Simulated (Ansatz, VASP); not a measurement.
**One calculation of ZnSe (Stilleite), two programs**

```
CELL_PARAMETERS angstrom
0.00000 2.77595 2.77595
2.77595 0.00000 2.77595
2.77595 2.77595 0.00000
ATOMIC_POSITIONS crystal
Se 0.75000 0.75000 0.75000
Zn 0.00000 0.00000 0.00000
```

Alike in both runs: task single point; functional PBE; dispersion D4; k mesh 8 × 8 × 8; occupations fermi-dirac, width 0.05 eV; no spin polarisation.

```csv
,VASP,Ansatz
version,VASP 6.6.1,Ansatz 0.2.0
potentials or method,"VASP PAW PBE potentials, release 64 (Se, Zn)",Ansatz PAW
plane-wave cutoff (eV),520,420
valence electrons in the cell,18,28
```

|  | VASP | Ansatz | Ansatz less VASP |
| --- | --- | --- | --- |
| gap on the k mesh at the Fermi level (eV) | 1.55 | 1.54 | -0.005 |
| least direct gap on the mesh (eV) | 1.55 | 1.54 | -0.005 |
| pressure (GPa) | 4.4 | 4.1 | -0.30 |
| dispersion energy (meV/atom) | -338.3 | -338.5 | -0.16 |

The two sets of potentials don't hold the same shells in valence.
